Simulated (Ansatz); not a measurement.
**CdSe under changes of volume**

One of the cells (23.738 Å³/atom); the others are scaled copies at fixed shape and fractional positions:

```
CELL_PARAMETERS angstrom
0.00000 2.87396 2.87396
2.87396 0.00000 2.87396
2.87396 2.87396 0.00000
ATOMIC_POSITIONS crystal
Cd 0.00000 0.00000 0.00000
Se 0.50000 0.50000 0.50000
```

Measurements of this composition are mostly on another form, of space group No. 186.

| Property | Result |
| --- | --- |
| Program | Ansatz 0.2.0 |
| Functional | LDA |
| Potentials or basis | Ansatz PAW |
| Cutoff | 420 eV (not typed: the program's choice for these potentials) |
| k mesh | 8 × 8 × 8 |
| Occupations | fermi-dirac, width 0.05 eV |
| Spin | no spin polarisation |

```tsv
volume (Å³/atom)	energy over the lowest point (meV/atom)	pressure (GPa)
22.314	0.00	-2.5
22.788	9.45	-3.8
23.263	?	?
23.738	38.88	-6.0
24.213	58.06	-6.9
24.687	79.73	-7.7
25.162	103.58	-8.4
```

Q: What does the run at 23.263 Å³/atom give?

A: Energy over the lowest point 22.55 meV/atom; pressure -5.0 GPa.

Worked out: A Birch-Murnaghan fit of order 3 (a polynomial in V^(-2/3)) to the other rows has no minimum within the range. It gives 22.55 meV/atom at 23.263 Å³/atom, against the run's 22.55, and -dE/dV = -5.0 GPa, against -5.0.

Energies are extrapolated to zero smearing.

Caveats: the PAW data sets come from PBE, with cores solved anew for the run's functional, which leaves a small shift of forces and pressure.
